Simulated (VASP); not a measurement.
Wanted: the native input for a VASP 6.6.1 run.

| Quantity | Value |
| --- | --- |
| Task | vibrations by finite differences |
| Functional | PBE |
| Dispersion | D3(BJ) |
| Potentials or basis | VASP PAW PBE potentials, release 64 (C) |
| Cutoff | 520 eV |
| k mesh | 15 × 15 × 6 |
| Occupations | gaussian, width 0.02 eV |
| Spin | no spin polarisation |
| Further INCAR settings | ALGO = Normal; EDIFF = 1e-08; NBANDS = 16; IBRION = 6; POTIM = 0.015; NSW = 1 |

The structure of C lies in POSCAR:

```
C                                       
1.0
    2.4826437438      0.0000000000      0.0000000000
   -1.2413218719      2.1500325490      0.0000000000
    0.0000000000      0.0000000000      6.7665399880
  C             
     4
Direct
     0.0000000000000000    0.0000000000000000    0.7500000000000000
     0.0000000000000000    0.0000000000000000    0.2500000000000000
     0.3333333300000021    0.6666666699999979    0.7500000000000000
     0.6666666699999979    0.3333333300000021    0.2500000000000000
```

The cell isn't the ideal one: a relaxed cell with its volume scaled by 1.02.

One way to write it, as run:

INCAR

```
ALGO = Normal ; EDIFF = 1E-8
ENCUT = 520 ; GGA = PE
IBRION = 6 ; ISIF = 2
ISMEAR = 0 ; IVDW = 12
LASPH = T ; LCHARG = F
LREAL = F ; LWAVE = F
NBANDS = 16 ; NELM = 60
NFREE = 2 ; NSW = 1
POTIM = 0.015 ; PREC = Accurate
SIGMA = 0.02
```

KPOINTS

```
k-points
0
Gamma
  15 15 6
```

Potentials or basis: VASP PAW PBE potentials, release 64 (C).

Launch:

```bash
$ cat potpaw_PBE.64/C/POTCAR > POTCAR
$ mpirun -np 1 vasp_std > vasp.out
```

It gave:

| Quantity | Value |
| --- | --- |
| Highest phonon frequency at Γ | 1503 cm⁻¹ |
| Most unstable mode | 33i cm⁻¹ |
| Dispersion energy per atom | -0.154 eV |

Caveat: some modes are imaginary.

Wall time 8.7 min on 1 thread of Intel(R) Xeon(R) Platinum 8488C (Sapphire Rapids), with other jobs on the host, peak memory 0.44 GiB.
